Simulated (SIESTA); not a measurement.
# Cu in SIESTA: the effect of basis

Cu:

```
CELL_PARAMETERS angstrom
2.53410 0.00000 0.00000
-1.26705 2.19459 0.00000
0.00000 0.00000 4.11257
ATOMIC_POSITIONS crystal
Cu 0.66667 0.33333 0.75000
Cu 0.33333 0.66667 0.25000
```

This isn't the form of Cu at room conditions, which is fcc.

Alike in all runs:

| Property | Result |
| --- | --- |
| Program | SIESTA 5.4.2 |
| Task | band structure |
| Functional | PBEsol |
| Potentials or basis | PseudoDojo 0.4 standard (PBEsol files) |
| Grid cutoff | 800 Ry |
| Energy shift | 0.003 Ry |
| k mesh | 12 × 12 × 7 |
| Occupations | fermi-dirac, width 0.05 eV |
| Spin | no spin polarisation |

```tsv
basis	pressure (GPa)
SZ	39.6
SZP	?
DZ	-4.7
DZP	-1.7
TZP	-2.4
TZDP	-2.0
```

Question: What does the run with basis SZP give?

Answer: Pressure -3.8 GPa.

Caveats: short orbitals over semicore shells can move pressures by several GPa; the basis of atomic orbitals isn't converged, which shifts pressures, moduli and gaps; the basis has no polarisation orbitals (some runs); a pressure of tens of GPa on the cell as given is suspect, and the run, the potentials or the cell itself is likely at fault (some runs).
